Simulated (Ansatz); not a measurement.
# ZnS: the cost of one run

Method: DFT PBE, scalar-relativistic, plane waves, PAW, in Ansatz 0.2.0.

4 further runs of the same task are left out: 4 set aside as unsound or not needed.

## Step 1: The structure to begin with

Symmetry: F-43m, No. 216, cubic system. The conventional cell has a = 5.443 Å, b = 5.443 Å, c = 5.443 Å, α = 90.00°, β = 90.00°, γ = 90.00°. Zn (site symmetry -43m) is surrounded by 4 S at 2.36 Å. Around S (site symmetry -43m) lie 4 Zn at 2.36 Å.

As a file:

```
CELL_PARAMETERS angstrom
0.00000 2.72170 2.72170
2.72170 0.00000 2.72170
2.72170 2.72170 0.00000
ATOMIC_POSITIONS crystal
Zn 0.00000 0.00000 0.00000
S 0.75000 0.75000 0.75000
```

It is the result of an earlier relaxation at this level (volume 20.16 Å³/atom; gap on the mesh: 2.02 eV).

## Step 2: Phonons at Γ, at rest

File input.yaml:

```yaml
crystal:
  lattice:
    - [0.0, 2.7216977295, 2.7216977295]
    - [2.7216977295, 0.0, 2.7216977295]
    - [2.7216977295, 2.7216977295, 0.0]
  atoms:
    - { symbol: Zn, position: [0.0, 0.0, 0.0] }
    - { symbol: S, position: [0.75, 0.75, 0.75] }
basis:
  ecutwfc: 420
kpoints:
  mp_grid: { grid: [10, 10, 10] }
hamiltonian:
  xc: pbe
scf:
  occupations: { method: fixed }
output:
  eigenvalues: true
phonons:
  method: dfpt
  dielectric: true
  rigid_motions: translations
  eigenvectors: true
```

On the command line:

```bash
ansatz run input.yaml --threads 1 --pin off --max-ram 3072MiB --backend cpu --events-out ev --progress --plain --runs-dir out
```

**Question.** How long does this run take on 1 thread of AMD EPYC 9R45 (Zen 5), shared host, and how much memory does it need?

About 32 s, with a peak of 0.7 GiB.
